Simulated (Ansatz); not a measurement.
# MnO (Cm) in Ansatz: notebook

Runs on MnO. Level: PBE. Tasks: single point.

All numbers are computed with Ansatz 0.2.0; they aren't measurements. Logs are shortened: lines on timing, memory, paths and dates and some standing lists are left out, and cuts for length are marked.

### Step 1. Starting point

Symmetry: Cm, No. 8, monoclinic system. The conventional cell has a = 5.943 Å, b = 3.434 Å, c = 3.440 Å, α = 90.00°, β = 125.23°, γ = 90.00°. Mn (site symmetry m) is surrounded by 4 O at 2.10 Å. O (site symmetry m) is surrounded by 4 Mn at 2.10 Å.

The cell comes from a database or a generator and needn't be the stable form of this composition.

### Step 2. Single point, PBE, collinear spin, ferromagnetic start, 13.48 Å³/atom (volume scaled by 0.94)

Contents of input.yaml:

```yaml
crystal:
  lattice:
    - [2.9106378538, -1.6819311089, 0.0]
    - [2.9106378538, 1.6819311089, 0.0]
    - [-1.9441147575, 0.0, 2.7529398993]
  atoms:
    - { symbol: Mn, position: [0.500199, 0.500199, 0.500665], spin: 4.0 }
    - { symbol: O, position: [0.7498025, 0.7498025, 0.249336] }
kpoints:
  mp_grid: { grid: [9, 9, 9] }
scf:
  occupations: { method: fermi_dirac, width: 0.05 }
hamiltonian:
  xc: pbe
  pseudopotentials: { kind: all_electron, lapw: { basis_error: 0.0005 } }
magnetization:
  spin_polarized: true
output:
  forces: true
  stress: true
  eigenvalues: true
```

Potentials or basis: all-electron LAPW, scalar-relativistic.

On the command line:

```bash
> ansatz run input.yaml --threads 2 --pin off --max-ram 6144MiB --backend cpu --events-out ev --progress --plain --runs-dir out
```

The log of the run:

```text
Warning: RAYON_NUM_THREADS=2 ignored (pool sized by the plan → 2); use --threads N
LAPW: plane waves up to 10.399 Å⁻¹, error target 5.0e-4 eV per atom; small_component_spin mean_spin; O in spheres of 0.940 Å, 8 of its electrons in bands, Dirac shells []; Mn in spheres of 1.120 Å, 15 of its electrons in bands, Dirac shells [] (how accurate: hamiltonian.pseudopotentials.lapw.basis_error, Limitations)
Engine: ansatz 0.2.0, x86_64-unknown-linux-gnu
Pseudopotentials: kind: all_electron
Pseudopotential: Mn, LAPW, valence charge 15, lapw/all_electron/scalar/gaussian/Mn, Koelling and Harmon's equation, gaussian nucleus
Pseudopotential: O, LAPW, valence charge 8, lapw/all_electron/scalar/gaussian/O, Koelling and Harmon's equation, gaussian nucleus
Functional definition: PBE
  parameter kappa = 0.804
  parameter beta = 0.06672455060314922
  exchange = pbe_x(kappa = kappa, mu = beta*pi^2/3)
  correlation = pbe_c(beta = beta)
Crystal: 2 atoms, lattice volume = 26.954 Å³
Basis set: ecut = 412.03268823480386 eV, 531 PW (Γ), exchange–correlation at level 2
Bands: 18, of which v1, the nominal top of the filled ones, is band 12 counted from 1 (11 counted from 0)
Symmetry: 2 space group operations
Space group: Cm (ITA 8), of the structure as read, at distance tolerance 3.0e-5 Å
Magnetic group: BNS 8.32 (UNI 39), of the structure as read, at distance tolerance 3.0e-5 Å
k-points: 205 of 729 (time reversal used)
Non-local potential: Mn, projectors of the file, none
Non-local potential: O, projectors of the file, none
Initial density: superposition of atomic densities (chi_scale 0.1, normalization cell, long waves kept (reshape's long-wave potential 0.00 eV rms))
Starting moments: Σ|m| = 4 μB on 1 of 2 sites
Initial wavefunctions: plane waves of lowest kinetic energy (no species holds an atomic orbital)
Functional: x = pbe(κ = 0.804, μ = 0.2195149727645171), c = pbe(β = 0.06672455060314922)
iter 1 solved again at ethr=1.46e-2 eV; its pass at ethr=1.00e-1 eV (dr2=3.36e0 eV) is discarded
SCF iter   1: F=—  HF=-33578.020217 eV  |F-HF|=—  |Δ(HF+E_count)|=         —  Δρ=6.01e-2 (↑5.75e-2 ↓6.01e-2)  dr2=3.36e0  dr2_m=2.74e-1  M=5.000 μB ∫|m|=5.000 μB  β_m=0.30  ethr=1.46e-2  ⟨swp⟩=2.0  Hψ=46528  notcnv=0
Mixer restart at iter 1: flushing history
preconditioner: auto → none  [insulator: Δε(μ)=0.131 eV  Ē_g=13.460 eV  σ=0.050 eV  W_gap=0.57  n_scr=14 (ndim 8)  ℏωp=25.8 eV  f_vac=0.000  D(μ)=0.13/eV (n_scr^D=0)  ε∞_Penn≈4.7]
iter 2 solved again at ethr=5.06e-4 eV; its pass at ethr=1.46e-2 eV (dr2=1.16e-1 eV) is discarded
SCF iter   2: F=—  HF=-33576.421134 eV  |F-HF|=—  |Δ(HF+E_count)|=    1.60e0  Δρ=2.29e-2 (↑2.29e-2 ↓1.86e-2)  dr2=1.16e-1  dr2_m=8.65e-2  M=4.898 μB ∫|m|=4.899 μB  β_m=0.35  ethr=5.06e-4  ⟨swp⟩=2.0  Hψ=37305  notcnv=0
preconditioner: auto → Kerker (q_TF=auto, 2.657 Å⁻¹)  [metal: Δε(μ)=0.001 eV  Ē_g=12.366 eV  σ=0.050 eV  W_gap=0.01  n_scr=14 (ndim 8)  ℏωp=25.8 eV  f_vac=0.002  D(μ)=0.93/eV (n_scr^D=8)]
spin=Collinear: Kerker preconditioning applied to the charge; magnetization (m = ρ↑ − ρ↓) channel mixes plain (no charge-response kernel on spin).
SCF iter   3: F=—  HF=-33576.427111 eV  |F-HF|=—  |Δ(HF+E_count)|=   5.98e-3  Δρ=1.47e-2 (↑1.47e-2 ↓1.33e-2)  dr2=8.66e-2  dr2_m=3.47e-2  M=4.944 μB ∫|m|=4.944 μB  β_m=0.46  ethr=5.06e-4  ⟨swp⟩=2.0  Hψ=22141  notcnv=0
SCF iter   4: F=—  HF=-33576.433590 eV  |F-HF|=—  |Δ(HF+E_count)|=         —  Δρ=3.74e-3 (↑3.74e-3 ↓3.13e-3)  dr2=6.98e-3  dr2_m=1.67e-3  M=4.964 μB ∫|m|=4.964 μB  β_m=0.46  ethr=3.76e-4  ⟨swp⟩=2.2  Hψ=22213  notcnv=0
Mixer restart at iter 4: flushing history
the basis was enlarged: its passes take 1.3 MiB over the memory plan, 2 of 2 planned eigensolver slots
SCF iter   5: F=—  HF=-33576.434959 eV  |F-HF|=—  |Δ(HF+E_count)|=   1.37e-3  Δρ=2.08e-3 (↑2.08e-3 ↓1.74e-3)  dr2=2.35e-3  dr2_m=5.28e-4  M=4.969 μB ∫|m|=4.969 μB  β_m=0.59  ethr=3.03e-5  ⟨swp⟩=2.2  Hψ=20566  notcnv=0
SCF iter   6: F=—  HF=-33576.436980 eV  |F-HF|=—  |Δ(HF+E_count)|=   2.02e-3  Δρ=1.35e-3 (↑1.35e-3 ↓1.02e-3)  dr2=1.55e-3  dr2_m=1.14e-4  M=4.978 μB ∫|m|=4.978 μB  β_m=0.61  ethr=1.02e-5  ⟨swp⟩=2.5  Hψ=20920  notcnv=0
SCF iter   7: F=—  HF=-33576.437373 eV  |F-HF|=—  |Δ(HF+E_count)|=   3.92e-4  Δρ=4.48e-4 (↑2.87e-4 ↓4.48e-4)  dr2=2.24e-4  dr2_m=3.80e-6  M=4.982 μB ∫|m|=4.983 μB  β_m=0.81  ethr=6.74e-6  ⟨swp⟩=2.5  Hψ=21023  notcnv=0
SCF iter   8: F=—  HF=-33576.437567 eV  |F-HF|=—  |Δ(HF+E_count)|=   1.94e-4  Δρ=2.48e-4 (↑2.48e-4 ↓1.74e-4)  dr2=6.64e-5  dr2_m=1.81e-6  M=4.984 μB ∫|m|=4.984 μB  β_m=0.66  ethr=9.74e-7  ⟨swp⟩=2.5  Hψ=20001  notcnv=0
SCF iter   9: F=—  HF=-33576.437580 eV  |F-HF|=—  |Δ(HF+E_count)|=   1.34e-5  Δρ=6.45e-5 (↑6.45e-5 ↓4.23e-5)  dr2=2.77e-6  dr2_m=3.21e-7  M=4.984 μB ∫|m|=4.984 μB  β_m=0.83  ethr=2.89e-7  ⟨swp⟩=3.0  Hψ=20398  notcnv=0
SCF iter  10: F=—  HF=-33576.437583 eV  |F-HF|=—  |Δ(HF+E_count)|=   2.85e-6  Δρ=1.61e-5 (↑1.56e-5 ↓1.61e-5)  dr2=2.43e-7  dr2_m=1.62e-8  M=4.984 μB ∫|m|=4.984 μB  β_m=0.92  ethr=1.21e-8  ⟨swp⟩=3.0  Hψ=20274  notcnv=0
SCF iter  11: F=—  HF=-33576.437583 eV  |F-HF|=—  |Δ(HF+E_count)|=   3.23e-7  Δρ=3.67e-6 (↑3.67e-6 ↓3.48e-6)  dr2=1.55e-8  dr2_m=2.14e-10  M=4.984 μB ∫|m|=4.984 μB  β_m=0.96  ethr=1.06e-9  ⟨swp⟩=3.0  Hψ=21576  notcnv=0
SCF iter  12: F=-33576.437583 eV  HF=-33576.437583 eV  |F-HF|=3.49e-10  |Δ(HF+E_count)|=   2.81e-8  Δρ=1.19e-6 (↑1.19e-6 ↓9.81e-7)  dr2=9.38e-10  dr2_m=1.39e-10  M=4.984 μB ∫|m|=4.984 μB  ethr=6.72e-11  ⟨swp⟩=3.0  Hψ=20888  notcnv=0
SCF 1 converged in 12 iterations: F = -33576.437583 eV  dr2 = 9.38e-10
SCF converged after 12 iterations
Magnetization: 4.9841 μB (13.9920 up, 9.0080 down)
Absolute magnetization: 4.9843 μB (∫|ρ↑−ρ↓|)
Spin contamination: 0.0069 ħ² per cell (⟨S²⟩ above its minimum at these occupations)
Per-site moments (μB) at R_I (Å): [(4.2887333655942985, 1.1202368225196913), (0.22522885241244683, 0.9404907937259268)]
Free energy (F): -33576.437583 eV
Harris-Foulkes:  -33576.437583 eV  (|F-HF|=3.49e-10)
Internal energy: -33576.433944 eV  (E = F + TS)
E sigma→0 (E₀):  -33576.435763 eV
Entropy (-TS):   -0.003639 eV (-1.820 meV/atom)
Fermi energy:    10.564703 eV
--- Per-component energies (eV) ---
  E_band       = -1300.157757
  E_kinetic    = 33975.306147
  E_xc         = -1658.807816
  E_electrostatic = -65892.932276  (all electrons and nuclei)
  E_smearing   = -0.003639  (= −TS)
  E_closure    = 0.000000  (closes the sum)
  E_atoms      = -33559.639824  (free atoms, spherical and without spin; not in F)
  Σ components = -33576.437583   (vs F -33576.437583, Δ=0.00e0)
  Basis errors (estimates in eV, not in F): energy 3.1e-4 per atom: plane waves 2.9e-4 (1.7e-4 summed), levels above the bands 7.4e-102, relativity 3.3e-8, radial functions 2.3e-5, core shells 4.0e-7; eigenvalues (radial functions only) 6.3e-6; not estimated: angular momenta, meshes, grids; target (lapw.basis_error) 5.0e-4; muffin-tin radii O 0.940 Å, Mn 1.120 Å
--- Forces (eV/Å), atoms counted from 1 ---
  atom   1  Mn     0.00158798    -0.00000000     0.00387482
  atom   2  O     -0.00158811    -0.00000000    -0.00387550
  max |Σ_I F_I| component: 6.74e-7 eV/Å
--- Stress (GPa, compression-positive) ---
        3.046061      -0.000000       0.019433
       -0.000000       3.054234      -0.000000
        0.019433      -0.000000       2.862132
  P = ⅓ Tr σ = 2.9875 GPa (29.875 kbar)
--- Band table (eV; the first three rows and the last of 410) ---
  k-point 0 ↑: bands = ["-496.3954", "-71.1703", "-39.9221", "-39.9217", "-39.9211", "-9.2552", "4.3944", "4.4073", "4.4100", "7.7454", "7.7487", "9.0573", "10.6073", "10.6078", "10.6142", "22.5906", "22.6631", "22.6655"]
  k-point 1 ↑: bands = ["-496.3954", "-71.1700", "-39.9247", "-39.9226", "-39.9222", "-9.2016", "4.2015", "4.4516", "4.4545", "7.7270", "7.7300", "9.3849", "10.5393", "10.5403", "10.5542", "21.4144", "22.7400", "22.7410"]
  k-point 2 ↑: bands = ["-496.3954", "-71.1693", "-39.9338", "-39.9240", "-39.9236", "-9.0650", "3.8645", "4.5571", "4.5607", "7.7166", "7.7185", "9.3052", "10.3387", "10.3398", "11.2397", "19.3548", "22.7286", "22.7387"]
  k-point 204 ↓: bands = ["-496.2054", "-66.3420", "-35.2266", "-35.1958", "-35.1924", "-8.3366", "4.4914", "5.7600", "5.9091", "11.7093", "12.1402", "12.1951", "13.2102", "13.3419", "16.1634", "17.6407", "22.7377", "23.8558"]
```

It took 44 s on 2 threads of Intel Xeon 6975P-C (Granite Rapids), shared host; peak memory 0.86 GiB.

What came out:

```
Free energy            : -33576.4376 eV
Pressure               : 3.0 GPa
Largest force          : 0.004 eV/Å
Band gap on the k mesh : none (metal or under the smearing width)
Net moment             : 4.98 μB per cell
Absolute moment        : 4.98 μB per cell
Site moments           : Mn +4.29; O +0.23 μB
```

Caveat: a cell with one magnetic atom can't hold antiferromagnetic order, which such compounds often take; semilocal functionals often make such compounds metallic where correlation or magnetic order opens a gap, which also shifts bond lengths.

### Step 3. Single point, PBE, collinear spin, ferromagnetic start, 13.76 Å³/atom (volume scaled by 0.96)

Changes to input.yaml since step 2:

```diff
@@ -2,5 +2,5 @@
   lattice:
-    - [2.9106378538, -1.6819311089, 0.0]
-    - [2.9106378538, 1.6819311089, 0.0]
-    - [-1.9441147575, 0.0, 2.7529398993]
+    - [2.9311359788, -1.6937760844, 0.0]
+    - [2.9311359788, 1.6937760844, 0.0]
+    - [-1.9578061576, 0.0, 2.7723274387]
   atoms:
```

Potentials or basis: all-electron LAPW, scalar-relativistic.

On the command line:

```bash
> ansatz run input.yaml --threads 2 --pin off --max-ram 6144MiB --backend cpu --events-out ev --progress --plain --runs-dir out
```

Wall time 44 s (2 threads of Intel Xeon 6975P-C (Granite Rapids), shared host); peak memory 0.86 GiB.

It converged, with:

```yaml
Free_energy: -33576.4439 eV
Pressure: 0.5 GPa
Band_gap_on_the_k_mesh: none (metal or under the smearing width)
Net_moment: 5.00 μB per cell
Absolute_moment: 5.00 μB per cell
Site_moments: Mn +4.31; O +0.22 μB
```

Caveat: a cell with one magnetic atom can't hold antiferromagnetic order, which such compounds often take; semilocal functionals often make such compounds metallic where correlation or magnetic order opens a gap, which also shifts bond lengths.

### Step 4. Single point, PBE, collinear spin, ferromagnetic start, 14.05 Å³/atom (volume scaled by 0.98)

Changes to input.yaml since step 3:

```diff
@@ -2,5 +2,5 @@
   lattice:
-    - [2.9311359788, -1.6937760844, 0.0]
-    - [2.9311359788, 1.6937760844, 0.0]
-    - [-1.9578061576, 0.0, 2.7723274387]
+    - [2.9513513485, -1.7054576679, 0.0]
+    - [2.9513513485, 1.7054576679, 0.0]
+    - [-1.9713086957, 0.0, 2.7914475425]
   atoms:
```

On the command line:

```bash
> ansatz run input.yaml --threads 2 --pin off --max-ram 6144MiB --backend cpu --events-out ev --progress --plain --runs-dir out
```

It took 40 s on 2 threads of Intel Xeon 6975P-C (Granite Rapids), shared host; peak memory 0.87 GiB.

It converged, with:

- Free energy: -33576.4416 eV
- Pressure: -1.8 GPa
- Band gap on the k mesh: none (metal or under the smearing width)
- Net moment: 5.00 μB per cell
- Absolute moment: 5.00 μB per cell
- Site moments: Mn +4.33; O +0.22 μB

Caveat: a cell with one magnetic atom can't hold antiferromagnetic order, which such compounds often take; semilocal functionals often make such compounds metallic where correlation or magnetic order opens a gap, which also shifts bond lengths.

### Step 5. Single point, PBE, collinear spin, ferromagnetic start, 14.34 Å³/atom

Changes to input.yaml since step 4:

```diff
@@ -2,5 +2,5 @@
   lattice:
-    - [2.9513513485, -1.7054576679, 0.0]
-    - [2.9513513485, 1.7054576679, 0.0]
-    - [-1.9713086957, 0.0, 2.7914475425]
+    - [2.9712935166, -1.7169813801, 0.0]
+    - [2.9712935166, 1.7169813801, 0.0]
+    - [-1.9846287531, 0.0, 2.8103092467]
   atoms:
```

On the command line:

```bash
> ansatz run input.yaml --threads 2 --pin off --max-ram 6144MiB --backend cpu --events-out ev --progress --plain --runs-dir out
```

Wall time 41 s (2 threads of Intel Xeon 6975P-C (Granite Rapids), shared host); peak memory 0.91 GiB.

The run converged. Its results:

```
Free energy            : -33576.4314 eV
Pressure               : -3.9 GPa
Band gap on the k mesh : none (metal or under the smearing width)
Net moment             : 5.00 μB per cell
Absolute moment        : 5.00 μB per cell
Site moments           : Mn +4.35; O +0.21 μB
```

Caveat: a cell with one magnetic atom can't hold antiferromagnetic order, which such compounds often take; semilocal functionals often make such compounds metallic where correlation or magnetic order opens a gap, which also shifts bond lengths.

### Step 6. Single point, PBE, collinear spin, ferromagnetic start, 14.62 Å³/atom (volume scaled by 1.02)

Changes to input.yaml since step 5:

```diff
@@ -2,5 +2,5 @@
   lattice:
-    - [2.9712935166, -1.7169813801, 0.0]
-    - [2.9712935166, 1.7169813801, 0.0]
-    - [-1.9846287531, 0.0, 2.8103092467]
+    - [2.9909715306, -1.7283524491, 0.0]
+    - [2.9909715306, 1.7283524491, 0.0]
+    - [-1.9977723729, 0.0, 2.8289211086]
   atoms:
```

Potentials or basis: all-electron LAPW, scalar-relativistic.

On the command line:

```bash
> ansatz run input.yaml --threads 2 --pin off --max-ram 6144MiB --backend cpu --events-out ev --progress --plain --runs-dir out
```

It took 46 s on 2 threads of Intel Xeon 6975P-C (Granite Rapids), shared host; peak memory 0.89 GiB.

The run converged. Its results:

```
Free energy            : -33576.4142 eV
Pressure               : -5.7 GPa
Band gap on the k mesh : none (metal or under the smearing width)
Net moment             : 5.00 μB per cell
Absolute moment        : 5.00 μB per cell
Site moments           : Mn +4.36; O +0.20 μB
```

Caveat: a cell with one magnetic atom can't hold antiferromagnetic order, which such compounds often take; semilocal functionals often make such compounds metallic where correlation or magnetic order opens a gap, which also shifts bond lengths.

### Step 7. Single point, PBE, collinear spin, ferromagnetic start, 14.91 Å³/atom (volume scaled by 1.04)

Changes to input.yaml since step 6:

```diff
@@ -2,5 +2,5 @@
   lattice:
-    - [2.9909715306, -1.7283524491, 0.0]
-    - [2.9909715306, 1.7283524491, 0.0]
-    - [-1.9977723729, 0.0, 2.8289211086]
+    - [3.0103939679, -1.7395758314, 0.0]
+    - [3.0103939679, 1.7395758314, 0.0]
+    - [-2.0107452843, 0.0, 2.8472912409]
   atoms:
```

On the command line:

```bash
> ansatz run input.yaml --threads 2 --pin off --max-ram 6144MiB --backend cpu --events-out ev --progress --plain --runs-dir out
```

It took 41 s on 2 threads of Intel Xeon 6975P-C (Granite Rapids), shared host; peak memory 0.89 GiB.

It converged, with:

```yaml
Free_energy: -33576.3906 eV
Pressure: -7.4 GPa
Band_gap_on_the_k_mesh: none (metal or under the smearing width)
Net_moment: 5.00 μB per cell
Absolute_moment: 5.00 μB per cell
Site_moments: Mn +4.38; O +0.20 μB
```

Caveat: a cell with one magnetic atom can't hold antiferromagnetic order, which such compounds often take; semilocal functionals often make such compounds metallic where correlation or magnetic order opens a gap, which also shifts bond lengths.

### Step 8. Single point, PBE, collinear spin, ferromagnetic start, 15.20 Å³/atom (volume scaled by 1.06)

Changes to input.yaml since step 7:

```diff
@@ -2,5 +2,5 @@
   lattice:
-    - [3.0103939679, -1.7395758314, 0.0]
-    - [3.0103939679, 1.7395758314, 0.0]
-    - [-2.0107452843, 0.0, 2.8472912409]
+    - [3.0295689687, -1.750656231, 0.0]
+    - [3.0295689687, 1.750656231, 0.0]
+    - [-2.0235529244, 0.0, 2.8654273429]
   atoms:
```

On the command line:

```bash
> ansatz run input.yaml --threads 2 --pin off --max-ram 6144MiB --backend cpu --events-out ev --progress --plain --runs-dir out
```

Wall time 44 s (2 threads of Intel Xeon 6975P-C (Granite Rapids), shared host); peak memory 0.9 GiB.

It converged, with:

- Free energy: -33576.3613 eV
- Pressure: -8.9 GPa
- Largest force: 0.003 eV/Å
- Band gap on the k mesh: none (metal or under the smearing width)
- Net moment: 5.00 μB per cell
- Absolute moment: 5.00 μB per cell
- Site moments: Mn +4.39; O +0.19 μB

Caveat: a cell with one magnetic atom can't hold antiferromagnetic order, which such compounds often take; semilocal functionals often make such compounds metallic where correlation or magnetic order opens a gap, which also shifts bond lengths.

### Step 9. For comparison

An earlier run on the cell as given: functional PBE; potentials or basis all-electron LAPW, scalar-relativistic; cutoff 366 eV (chosen from the basis error); basis error allowed 0.001 eV/atom; k mesh 9 × 9 × 9; occupations fermi-dirac, width 0.05 eV; collinear spin, ferromagnetic start; starting moments [4.0, 0.0] μB.

- Pressure: -3.9 GPa
- Band gap on the k mesh: none (metal or under the smearing width)
- Net moment: 5.00 μB per cell
- Absolute moment: 5.00 μB per cell
- Site moments: Mn +4.35; O +0.21 μB
- Loewdin charges: Mn +1.22; O -1.07 e
